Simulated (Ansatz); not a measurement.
## A series in volume per atom on W

All results are calculated (Ansatz 0.2.0 development build). Equation of state of a cubic crystal from periodic Kohn-Sham density functional theory without spin; pressure corrected for the finite basis.

Cell of the first row (space group Pm-3m, No. 221):
```
W
1.0
      2.5881     0.0000     0.0000
      0.0000     2.5881     0.0000
      0.0000     0.0000     2.5881
W
1
Direct
  0.00000 0.00000 0.00000
```

Settings of every row: formula W; structure type simple cubic; functional PBE; spin treatment none; k mesh 21x21x21; occupation method fermi-dirac; occupation width 0.061225619 eV; wave cutoff 700 eV; datasets soft-1 PAW; density cutoff ratio 4.

Limits: a cubic model structure, not a phase known at ambient conditions; modest k-mesh, values are not fully converged in k; the SCF threshold is loose for a stress in some rows; no spin-orbit coupling, which can matter with elements this heavy.

| row | volume per atom (Å³) | energy above lowest point (meV/atom) | pressure (GPa) |
| --- | --- | --- | --- |
| 1 | 17.335 | ? | ? |
| 2 | 17.704 | 15.62 | 8.172 |
| 3 | 18.073 | 2.5 | 3.312 |
| 4 | 18.441 | 0 | -1.064 |
| 5 | 18.81 | 7.07 | -5.007 |
| 6 | 19.179 | 22.76 | -8.562 |
| 7 | 19.548 | 46.22 | -11.77 |

Question: what energy above lowest point and pressure should row 1 give?

Worked fit of energy above lowest point. Take u = (V_r/V)^(2/3) − 1 with V_r = 18.625 Å³ an atom, which is twice the finite (Eulerian) strain; such expansions in the strain, on which the Birch-Murnaghan equation of state is built, carry the rest volume and the bulk modulus. The shown rows have u = 0.03439, 0.02026, 0.00664, -0.00657, -0.01935, -0.03173. Least squares give energy above lowest point = 2.391 − 536.93 × u + 26702.4 × u² + 2833 × u³ meV/atom; a parabola predicts inner rows, each left out in turn, worse (root mean square 0.034 against 0.0061 meV/atom). All shown rows lie on it to the printed digit. Its lowest point lies at u = 0.0100, or V = 18.35 Å³ an atom, and the curvature there gives the bulk modulus at fixed shape and fractions, B = (4/9)(1 + u)² E″(u)/V = 212 GPa. The withheld row has u = 0.04901, so the fit gives 2.391 − 536.93 × (0.04901) + 26702.4 × (0.04901)² + 2833 × (0.04901)³ = 40.55 meV/atom.

The calculation gave 40.54 meV/atom. The fit lies 0.01 meV/atom (0.022 % of the column's range) above it, one unit of the last digit. This row lies beyond the range of the fit.

Worked fit of pressure. Take u = (V_r/V)^(2/3) − 1 with V_r = 18.625 Å³ an atom, which is twice the finite (Eulerian) strain; such expansions in the strain, on which the Birch-Murnaghan equation of state is built, carry the rest volume and the bulk modulus. The shown rows have u = 0.03439, 0.02026, 0.00664, -0.00657, -0.01935, -0.03173. Least squares give pressure = −3.0801 + 299.319 × u + 807.49 × u² GPa; a straight line predicts inner rows, each left out in turn, worse (root mean square 0.34 against 0.0091 GPa). The rows lie off it by 0.004, -0.004, -0.007, 0.005, 0.008, -0.005 (root mean square 0.0057 GPa). The pressure vanishes at u = 0.0100, or V = 18.35 Å³ an atom, and there the bulk modulus at fixed shape and fractions is B = −V dP/dV = (2/3)(1 + u) dP/du = 212 GPa. The withheld row has u = 0.04901, so the fit gives −3.0801 + 299.319 × (0.04901) + 807.49 × (0.04901)² = 13.529 GPa.

The calculation gave 13.572 GPa. The fit lies 0.043 GPa (0.17 % of the column's range) below it; its largest miss of a shown row is 0.008 GPa. This row lies beyond the range of the fit.
